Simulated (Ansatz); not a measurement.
## Tc under changes of volume

One of the cells (14.248 Å³/atom); the others are scaled copies at fixed shape and fractional positions:

```xyz
4
Lattice="2.7394 0.0000 0.0000 -1.3697 2.3724 0.0000 0.0000 0.0000 8.7697" Properties=species:S:1:pos:R:3 pbc="T T T"
Tc    1.3697    0.7908    6.5773
Tc    0.0000    0.0000    4.3848
Tc    0.0000    1.5816    2.1924
Tc    0.0000    0.0000    0.0000
```

* Program: Ansatz 0.2.0
* Functional: PBEsol
* Potentials or basis: all-electron LAPW, scalar-relativistic
* Cutoff: 262 eV (chosen from the basis error)
* Basis error allowed: 0.001 eV/atom
* k mesh: 11 × 11 × 3
* Occupations: fermi-dirac, width 0.05 eV
* Spin: no spin polarisation

```tsv
volume (Å³/atom)	energy over the lowest point (meV/atom)	pressure (GPa)
13.393	?	?
13.678	8.49	8.4
13.963	0.00	1.2
14.248	3.70	-5.3
14.533	18.26	-11.0
14.818	42.60	-16.2
15.103	75.63	-20.8
```

Question: What does the run at 13.393 Å³/atom give?

Answer: Energy over the lowest point 30.59 meV/atom; pressure 16.5 GPa.

Worked out: A Birch-Murnaghan fit of order 3 (a polynomial in V^(-2/3)) to the other rows has its minimum at 14.01 Å³/atom with B0 = V·E''(V) = 330 GPa and B' = 4.5 at fixed shape and positions, which overstates the stiffness. It gives 30.59 meV/atom at 13.393 Å³/atom, against the run's 30.59, and -dE/dV = 16.5 GPa, against 16.5.

Energies are extrapolated to zero smearing.

The runs don't all hold the same shells in valence.
